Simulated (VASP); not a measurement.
# Al (Fm-3m) in VASP: further runs

The runs below take Al through single point, with PBE.

Program: VASP 6.6.1. These are calculated values, not measurements. Logs are shortened: lines on timing, memory, paths and dates and some standing lists are left out, and cuts for length are marked.

### Step 1. The structure

The structure is cubic, space group Fm-3m (No. 225). Conventional cell: a = 4.050 Å, b = 4.050 Å, c = 4.050 Å, α = 90.00°, β = 90.00°, γ = 90.00°. Around Al (site symmetry m-3m) lie 12 Al at 2.86 Å.

### Step 2. Single point, PBE

The input, INCAR:

```
SYSTEM = Al
PREC = Accurate
ENCUT = 300
EDIFF = 1E-7
ISMEAR = -1
SIGMA = 0.15
LREAL = .False.
LASPH = .True.
NELM = 100
ALGO = Normal
ISIF = 2
LWAVE = .False.
LCHARG = .False.
GGA = PE
NBANDS = 8
ADDGRID = .False.
```

The input, KPOINTS:

```
regular mesh
0
Gamma
  15 15 15
  0 0 0
```

The input, POSCAR:

```
Al
1.0
    0.0000000000      2.0248050000      2.0248050000
    2.0248050000      0.0000000000      2.0248050000
    2.0248050000      2.0248050000      0.0000000000
Al
1
Direct
    0.0000000000      0.0000000000      0.0000000000
```

Potentials or basis: VASP PAW PBE potentials, release 64 (Al).

The run is started by

```
$ cat potpaw_PBE.64/Al/POTCAR > POTCAR
$ mpirun -np 1 vasp_std > vasp.out
```

OUTCAR:

```text
SYSTEM = Al
   PREC = Accurate
   ENCUT = 300
   EDIFF = 1E-7
   ISMEAR = -1
   LREAL = .False.
   LASPH = .True.
   NELM = 100
   ISIF = 2
   GGA = PE

 Found    120 irreducible k-points:

 Following reciprocal coordinates:
            Coordinates               Weight
  0.000000  0.000000  0.000000      1.000000
  0.066667  0.000000  0.000000      8.000000
  0.133333  0.000000  0.000000      8.000000
  0.200000  0.000000  0.000000      8.000000
  0.266667  0.000000  0.000000      8.000000
  0.333333  0.000000  0.000000      8.000000
   k-points           NKPTS =    120   k-points in BZ     NKDIM =    120   number of bands    NBANDS=      8
   number of dos      NEDOS =    301   number of ions     NIONS =      1
   total plane-waves  NPLWV =   4096
   dimension x,y,z NGX =    16 NGY =   16 NGZ =   16
   dimension x,y,z NGXF=    32 NGYF=   32 NGZF=   32
   ions per type =               1
   NGX,Y,Z   is equivalent  to a cutoff of   9.29,  9.29,  9.29 a.u.
   NGXF,Y,Z  is equivalent  to a cutoff of  18.58, 18.58, 18.58 a.u.
 SYSTEM =  Al
   PREC   = accura    normal or accurate (medium, high low for compatibility)
   ISTART =      0    job   : 0-new  1-cont  2-samecut
   ICHARG =      2    charge: 1-file 2-atom 10-const
   ISPIN  =      1    spin polarized calculation?
   LNONCOLLINEAR =      F non collinear calculations
   LSORBIT =      F    spin-orbit coupling
   LASPH  =      T    aspherical Exc in radial PAW
   ENCUT  =  300.0 eV  22.05 Ry    4.70 a.u.   4.04  4.04  4.04*2*pi/ulx,y,z
   NELM   =    100;   NELMIN=  2; NELMDL= -5     # of ELM steps
   EDIFF  = 0.1E-06   stopping-criterion for ELM
   LREAL  =      F    real-space projection
   EDIFFG = 0.1E-05   stopping-criterion for IOM
   NSW    =      0    number of steps for IOM
   IBRION =     -1    ionic relax: 0-MD 1-quasi-New 2-CG
   NFREE  =      0    steps in history (QN), initial steepest desc. (CG)
   ISIF   =      2    stress and relaxation
   ISYM   =      2    0-nonsym 1-usesym 2-fastsym
   POTIM  = 0.5000    time-step for ionic-motion
   TEBEG  =    0.0;   TEEND  =   0.0 temperature during run
   PSTRESS=    0.0 pullay stress
   NELECT =       3.0000    total number of electrons
   NUPDOWN=      -1.0000    fix difference up-down
   EMIN   =  10.00;   EMAX   =-10.00  energy-range for DOS
   EFERMI =   0.00;   METHOD = LEGACY
   ISMEAR =    -1;   SIGMA  =   0.15  broadening in eV -4-tet -1-fermi 0-gaus
   EFERMI_NEDOS =   21; number of points for ismear=-14 and -15
   IALGO  =     38    algorithm
   IMIX   =      4    mixing-type and parameters
     AMIX     =   0.40;   BMIX     =  1.00
     AMIX_MAG =   1.60;   BMIX_MAG =  1.00
  volume/ion in A,a.u.               =      16.60       112.04
  Fermi-wavevector in a.u.,A,eV,Ry     =   0.925526  1.748991 11.654733  0.856599
  Thomas-Fermi vector in A             =   2.051390
   LORBIT       =      0    0 simple, 1 ext, 2 COOP (PROOUT), +10 PAW based schemes
   GGA     = PE    functional components
   LHFCALC =     F    Hartree Fock is set to
   AEXX    =    0.0000 exact exchange contribution
   IVDW    =     0    specifies the selected vdW correction
   LEPSILON=     F    determine dielectric tensor
   LRPA    =     F    only Hartree local field effects (RPA)
 non-spin polarized calculation
  energy-cutoff  :      300.00
  volume of cell :       16.60
 maximum number of plane-waves:       203
   NGX =  9   NGY =  9   NGZ =  9

 number of electron       3.0000000 magnetization

 Free energy of the ion-electron system (eV)
  ---------------------------------------------------
  ext. energy  EPLUGINS =         0.00000000
  ---------------------------------------------------
  free energy    TOTEN  =        -3.75674751 eV

  energy without entropy =       -3.72700413  energy(sigma->0) =       -3.74187582

 E-fermi :   7.9961     XC(G=0): -10.1741

 val. band max:        7.7952587287   @ k =  -0.3333   0.0667   0.0000
 cond. band min:       8.0183872936   @ k =  -0.4000   0.4000   0.0000
 fundamental gap:      0.2231285649
 Fermi energy:         7.9961173352

 k-point     1 :       0.0000    0.0000    0.0000
  band No.  band energies     occupation
      1      -3.1552      2.00000
      2      20.5612      0.00000
      3      20.5612      0.00000
      4      20.5612      0.00000
      5      21.9675      0.00000
      6      21.9675      0.00000
      7      21.9675      0.00000
      8      24.3616      0.00000

 k-point     2 :       0.0667    0.0000    0.0000
  band No.  band energies     occupation
      1      -3.0348      2.00000
      2      18.5906      0.00000
      3      20.1315      0.00000
      4      20.1315      0.00000
      5      22.5857      0.00000
      6      22.5858      0.00000
      7      22.6199      0.00000
      8      25.5989      0.00000

 k-point     3 :       0.1333    0.0000    0.0000
  band No.  band energies     occupation
      1      -2.6745      2.00000
      2      15.8982      0.00000
      3      19.5189      0.00000
      4      19.5189      0.00000
      5      22.5793      0.00000
      6      23.6621      0.00000
      7      23.6621      0.00000
      8      25.4535      0.00000

 k-point     4 :       0.2000    0.0000    0.0000
  band No.  band energies     occupation
      1      -2.0759      2.00000
      2      13.2562      0.00000
      3      19.0461      0.00000
      4      19.0461      0.00000
      5      22.3683      0.00000
      6      23.5449      0.00000
      7      23.5449      0.00000
      8      25.6332      0.00000

 k-point     5 :       0.2667    0.0000    0.0000
  band No.  band energies     occupation
      1      -1.2421      2.00000
      2      10.7580      0.00000
      3      18.7616      0.00000
      4      18.7617      0.00000
      5      22.2221      0.00000
      6      22.3664      0.00000
      7      22.3664      0.00000
      8      26.3375      0.00000

 k-point     6 :       0.3333    0.0000    0.0000
  band No.  band energies     occupation
      1      -0.1769      2.00000
      2       8.4328      0.10321
      3      18.6729      0.00000
      4      18.6729      0.00000
      5      21.2667      0.00000
      6      21.2667      0.00000
      7      22.2254      0.00000
      8      25.2134      0.00000

 [... further k-points ...]

------------------------ aborting loop because EDIFF is reached ----------------------------------------

  FORCE on cell =-STRESS in cart. coord.  units (eV):
  Direction    XX          YY          ZZ          XY          YZ          ZX
  --------------------------------------------------------------------------------------
  -------------------------------------------------------------------------------------
  Total       -0.0532661     -0.0532661     -0.0532661      0.0000000     -0.0000000     -0.0000000
  in kB       -5.1402172     -5.1402172     -5.1402172      0.0000000     -0.0000000     -0.0000000
  external PRESSURE =      -5.1402172 kB  Pullay stress =       0.0000000 kB

 VOLUME and BASIS-vectors are now :
 -----------------------------------------------------------------------------
  energy-cutoff  :      300.00
  volume of cell :       16.60
      direct lattice vectors                 reciprocal lattice vectors
     0.000000000  2.024805000  2.024805000    -0.246937359  0.246937359  0.246937359
     2.024805000  0.000000000  2.024805000     0.246937359 -0.246937359  0.246937359
     2.024805000  2.024805000  0.000000000     0.246937359  0.246937359 -0.246937359

 POSITION                                       TOTAL-FORCE (eV/Angst)
 -----------------------------------------------------------------------------------
      0.00000      0.00000      0.00000         0.000000      0.000000      0.000000
 -----------------------------------------------------------------------------------
    total drift:                                0.000000     -0.000000      0.000000

  FREE ENERGIE OF THE ION-ELECTRON SYSTEM (eV)
  ---------------------------------------------------
  free  energy   TOTEN  =        -3.7567475136 eV

  energy  without entropy=       -3.7270041265  energy(sigma->0) =       -3.74187582
```

Wall time 2.5 s (1 thread of Intel Xeon 6975P-C (Granite Rapids), shared host); peak memory 0.11 GiB.

These settings aren't checked as converged: the numbers below hold their error.

What came out:

| Quantity | Value |
| --- | --- |
| Free energy | -3.7567 eV |
| Pressure | -0.5 GPa |
| Band gap on the k mesh | none (metal or under the smearing width) |

(Part 1 of 2 ends here.)
